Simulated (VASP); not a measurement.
The system is HgSe.

```
Hg Se
1.0
     0.00000    3.09267    3.09267
     3.09267    0.00000    3.09267
     3.09267    3.09267    0.00000
Hg Se
1 1
Direct
  0.00000 0.00000 0.00000
  0.25000 0.25000 0.25000
```

The cell was built by a generator and needn't be a form met in nature.

Base run:

| Quantity | Value |
| --- | --- |
| Program | VASP 6.6.1 |
| Functional | PBE |
| Dispersion | D4 |
| Potentials or basis | VASP PAW PBE potentials, release 64 (Hg, Se) |
| Cutoff | 520 eV |
| k mesh | 6 × 6 × 6 |
| Occupations | fermi-dirac, width 0.02 eV |
| Spin | no spin polarisation |

Its results: band gap on the k mesh none (metal or under the smearing width); pressure 0.0 GPa.

Q: The run is repeated on the same cell with these changes: dispersion from D4 to none; further incar settings from ALGO = Fast; EDIFF = 1e-07; NBANDS = 16 to ALGO = Normal; EDIFF = 1e-06; NBANDS = 16. What comes out?

A: Band gap on the k mesh none (metal or under the smearing width); pressure 1.9 GPa.

Caveats: pairwise dispersion overbinds metals, which lowers pressure and volume (some runs).
